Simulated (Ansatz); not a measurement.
A relaxed cell of Fe4Co is given with its symmetry left out. The cell was found from a structure generator's guess, not taken from experiment.

Theory: DFT PBE, scalar-relativistic, plane waves, PAW (Ansatz). Cutoff 420 eV, Γ-centred mesh, Gaussian smearing, collinear spin.

```
CELL_PARAMETERS angstrom
3.83666 -1.75676 0.00000
3.83666 1.75676 0.00000
-3.71647 0.00000 3.95649
ATOMIC_POSITIONS crystal
Fe 0.39772 0.39772 0.69815
Fe 0.80316 0.80316 0.90172
Fe 0.19684 0.19684 0.09828
Fe 0.60228 0.60228 0.30185
Co 0.00000 0.00000 0.50000
```

Formation energies are uncorrected and refer to the elements' standard structures at the same level.

Task: What space group does it have?

Result: C2/m (No. 12), with Fe and Co ordered on fcc sites. Conventional cell: a = 7.673 Å, b = 3.514 Å, c = 5.428 Å, β = 133.2°. Fe on its first site is surrounded by 9 Fe at 2.44–2.50 Å and 3 Co at 2.44–2.45 Å; Fe on its second site has 9 Fe at 2.42–2.50 Å and 3 Co at 2.47–2.51 Å; Co has 12 Fe at 2.44–2.51 Å.

Task: How far does it lie from the elements in energy?

Result: +0.12 eV/atom. The separate elements lie lower, so it is unstable against them.

Task: Is it a metal?

Result: Yes, bands cross the Fermi level on the 12×12×10 mesh.

Task: Which magnetic moments does it keep?

Result: 0.00 μB per atom net, the space between the atoms included; by site: Fe 1.6, 1.4, -1.4, -1.6 μB.

The last run used collinear spin, a 12×12×10 mesh (in the run's order of axes) for its 5-atom cell and Gaussian smearing of 0.10 eV. Another magnetic order may lie lower. A structure relaxed within its symmetry needn't be a true minimum.
